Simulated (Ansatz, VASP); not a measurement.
# ZnS in VASP and in Ansatz

Contents of INCAR:

```
  PREC = Accurate
  ENCUT = 520
  EDIFF = 1E-7
  ISMEAR = -1
  SIGMA = 0.01
  LREAL = F
  LASPH = T
  NELM = 80
  ALGO = Normal
  ISIF = 2
  LWAVE = F
  LCHARG = F
  GGA = PS
  NBANDS = 16
```

The input KPOINTS:

```
Automatic mesh
0
Gamma
  8 8 8
```

Contents of POSCAR:

```
ZnS
1.0
    0.0000000000      2.6587996169      2.6587996169
    2.6587996169      0.0000000000      2.6587996169
    2.6587996169      2.6587996169      0.0000000000
Zn S
1 1
Direct
    0.0000000000      0.0000000000      0.0000000000
    0.7500000000      0.7500000000      0.7500000000
```

Input for Ansatz:

```yaml
crystal:
  lattice:
    - [0.0, 2.6587996169, 2.6587996169]
    - [2.6587996169, 0.0, 2.6587996169]
    - [2.6587996169, 2.6587996169, 0.0]
  atoms:
    - { symbol: Zn, position: [0.0, 0.0, 0.0] }
    - { symbol: S, position: [0.75, 0.75, 0.75] }
kpoints:
  mp_grid: { grid: [8, 8, 8] }
scf:
  occupations: { method: fermi_dirac, width: 0.01 }
hamiltonian:
  xc: pbesol
  pseudopotentials: { kind: all_electron, lapw: { basis_error: 0.00025 } }
output:
  forces: true
  stress: true
  eigenvalues: true
```

Change from the starting cell: volume scaled by 0.95.

Alike in both runs: task single point; functional PBEsol; k mesh 8 × 8 × 8; occupations fermi-dirac, width 0.01 eV; no spin polarisation.

```csv
,VASP,Ansatz
version,VASP 6.6.1,Ansatz 0.2.0
potentials or method,"VASP PAW PBE potentials, release 64 (Zn, S)","all-electron LAPW, scalar-relativistic"
plane-wave cutoff (eV),520,see its input
```

|  | VASP | Ansatz | Ansatz less VASP |
| --- | --- | --- | --- |
| gap on the k mesh at the Fermi level (eV) | 2.19 | 2.18 | -0.005 |
| pressure (GPa) | 2.0 | 1.8 | -0.22 |

Ansatz ran all-electron here, so the differences hold the error of VASP's frozen core and of both bases.

Caveats: the PAW data sets were made with another functional, which shifts forces and pressure a little (VASP).
